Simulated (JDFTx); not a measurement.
Crystal: BN.

```
N B
1.0
     0.00000    1.81300    1.81300
     1.81300    0.00000    1.81300
     1.81300    1.81300    0.00000
N B
1 1
Direct
  0.25000 0.25000 0.25000
  0.00000 0.00000 0.00000
```

The cell is a database's computed one.

Base run:

| Item | Value |
| --- | --- |
| Program | JDFTx 1.7.0 (patched build) |
| Functional | LDA |
| Potentials or basis | PseudoDojo-SR-LDA-0.4.1-standard with smoothed tails |
| Cutoff | 1143 eV |
| Density cutoff | 9143 eV |
| k mesh | 13 × 13 × 13 |
| Occupations | fermi-dirac, width 0.05 eV |
| Spin | no spin polarisation |

Its results: band gap on the k mesh 4.48 eV, indirect (least direct gap 8.70 eV); pressure -13.9 GPa.

Problem. The run is repeated on the same cell with these changes: functional from LDA to PBEsol; potentials or basis from PseudoDojo-SR-LDA-0.4.1-standard with smoothed tails to PseudoDojo-SR-PBEsol-0.4.1-standard with smoothed tails. What comes out?

Solution. Band gap on the k mesh 4.41 eV, indirect (least direct gap 8.78 eV); pressure -5.7 GPa.

Caveats: an odd mesh through Γ misses points on the zone boundary, where band edges often lie.
